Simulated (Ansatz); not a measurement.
## zincblende-structured HgTe

**What was measured.** A cell as deposited of cubic HgTe (space group F-43m), temperature not stated, from the Crystallography Open Database (1987), has a = 6.447 Å and 33.49 Å³/atom.

A printed reference work, monograph reports, for a bulk crystal of HgTe: bulk modulus 43 GPa.

The results are compared with them further down.

The computed numbers are results of PBE, scalar-relativistic (no spin polarisation) in the plane-wave PAW code Ansatz at 420 eV, 10×10×10 k-mesh, Gaussian smearing of 0.05 eV. The datasets are Ansatz's generated set soft_2.

```cif
data_structure
_symmetry_space_group_name_H-M 'P 1'
_symmetry_Int_Tables_number 1
_cell_length_a 4.7012
_cell_length_b 4.7012
_cell_length_c 4.7012
_cell_angle_alpha 60.000
_cell_angle_beta 60.000
_cell_angle_gamma 60.000
_cell_volume 73.47
loop_
_atom_site_label
_atom_site_type_symbol
_atom_site_fract_x
_atom_site_fract_y
_atom_site_fract_z
_atom_site_occupancy
Hg1 Hg 0.00000 0.00000 0.00000 1
Te1 Te 0.25000 0.25000 0.25000 1
```

The start was a prototype's sites filled with these elements; the Crystallography Open Database holds the compound in this structure.

The cell above was scaled in volume, its shape and atoms being fixed by the lattice's symmetry. Energies are counted from the cell above.

| V (Å³/atom) | ΔE (meV/atom) | P (GPa) |
| --- | --- | --- |
| 34.71 | 13.9 | 2.3 |
| 35.26 | 7.2 | 1.6 |
| 36.00 | 1.8 | 0.8 |
| 36.73 | 0.0 | 0.0 |
| 37.47 | 1.3 | -0.6 |
| 38.20 | 5.5 | -1.2 |
| 39.31 | 16.2 | -1.9 |
| 40.41 | ? | ? |

(1) Fill in the withheld row.

(2) What do the points give for the equilibrium volume, the bulk modulus and its pressure derivative (third-order Birch–Murnaghan)?

Answers:

(1) ΔE (meV/atom): 31.5, P (GPa): -2.5.

(2) V0 = 36.77 Å³/atom, B0 = 34 GPa, B0′ = 5.2.

B0·V0 = 34.2 GPa × 36.77 Å³ = 7.85 eV/atom sets the scale: near the minimum ΔE ≈ ½ B0 V0 x², with x = V/V0 − 1, and a pressure of 0.3 GPa squeezes the volume by about 1 %. At the ends of the curve: x = −5.6 % predicts 12.3 meV/atom and the run gives 13.9; x = +9.9 % predicts 38.3 meV/atom and the run gives 31.5. The lopsidedness is anharmonic: atoms resist being pushed together more than being pulled apart.

**Against experiment.** PBE gives 6.648 Å and 36.73 Å³/atom, +9.7 % in volume (+3.1 % in length) from the database's cell. PBE usually overestimates volumes, but by less than this. The static lattice also lacks zero-point motion and thermal expansion, roughly 1.0 to 2.5 % in volume at 300 K (room temperature assumed) by Grüneisen's rule, γ·3k_BT/(B0·V0) with γ of 1 to 2.5, so its own overestimate is larger than the figure. Spin–orbit coupling, left out, also moves the volume of such heavy elements' compounds. The database's entry may also be off. Against the measured bulk modulus of HgTe, 43 GPa (a printed reference work, monograph), the calculated 34 GPa is off by -20.5 %. Bulk moduli follow the volume steeply: with B0′ near 4, a cell 1 % too large is about 4 % too soft, and one too small too stiff.

Scalar-relativistic only: spin–orbit splittings of the heavy atoms' levels are missing. At this volume the filled and empty bands only touch, so this is a zero-gap semimetal rather than a metal, and a semilocal functional can cause such a touching.
